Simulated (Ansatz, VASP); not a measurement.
# One calculation of CdS, two programs

File INCAR:

```
SYSTEM = CdS
ALGO = Normal
EDIFF = 1E-8
ENCUT = 520
GGA = PE
ISIF = 2
ISMEAR = -1
LASPH = .True.
LCHARG = .False.
LEFG = .True.
LREAL = .False.
LWAVE = .False.
NBANDS = 26
NELM = 100
PREC = Accurate
SIGMA = 0.01
```

KPOINTS

```
k-points
0
Gamma
  7 7 4
  0 0 0
```

Contents of POSCAR:

```
CdS
1.0
    4.2588431795      0.0000000000      0.0000000000
   -2.1294215898      3.6882663842      0.0000000000
    0.0000000000      0.0000000000      6.7490000000
Cd S
2 2
Direct
    0.3333333333      0.6666666667      0.0000000000
    0.6666666667      0.3333333333      0.5000000000
    0.3333333333      0.6666666667      0.3850000000
    0.6666666667      0.3333333333      0.8850000000
```

Input for Ansatz:

```yaml
crystal:
  lattice:
    - [4.2588431795, 0.0, 0.0]
    - [-2.1294215898, 3.6882663842, 0.0]
    - [0.0, 0.0, 6.749]
  atoms:
    - { symbol: Cd, position: [0.3333333333, 0.6666666667, 0.0] }
    - { symbol: Cd, position: [0.6666666667, 0.3333333333, 0.5] }
    - { symbol: S, position: [0.3333333333, 0.6666666667, 0.385] }
    - { symbol: S, position: [0.6666666667, 0.3333333333, 0.885] }
kpoints:
  mp_grid: { grid: [7, 7, 4] }
scf:
  occupations: { method: fermi_dirac, width: 0.01 }
hamiltonian:
  xc: pbe
  pseudopotentials: { kind: paw }
output:
  forces: true
  stress: true
  eigenvalues: true
  efg: { contact_densities: true }
  write_density: true
  write_potential: true
  elf: true
  volumetric_format: npy
```

Change from the starting cell: equal xx and yy strain of +3 %, PAW files.

Alike in both runs: task electric field gradients; functional PBE; k mesh 7 × 7 × 4; occupations fermi-dirac, width 0.01 eV; no spin polarisation.

|  | VASP | Ansatz |
| --- | --- | --- |
| version | VASP 6.6.1 | Ansatz 0.2.0 |
| potentials or method | VASP PAW PBE potentials, release 64 (Cd, S) | PAW with Ansatz's default frozen-core files, scalar-relativistic |
| plane-wave cutoff (eV) | 520 | 420 |
| valence electrons in the cell | 36 | 52 |

```csv
,VASP,Ansatz,Ansatz less VASP
gap on the k mesh at the Fermi level (eV),1.06,1.06,+0.001
pressure (GPa),-0.7,-0.9,-0.27
largest component of the traceless stress (GPa),0.51,0.52,+0.007
rms of the force components (eV/Å),0.039,0.039,-0.0001
Vzz of the field gradient on the site that differs most (V/Å²),11.5,10.7,-0.78
```

Atom by atom the forces differ by 0.000 eV/Å (rms over components). The two sets of potentials don't hold the same shells in valence. Ansatz warned: «gradients_without_spin_orbit».
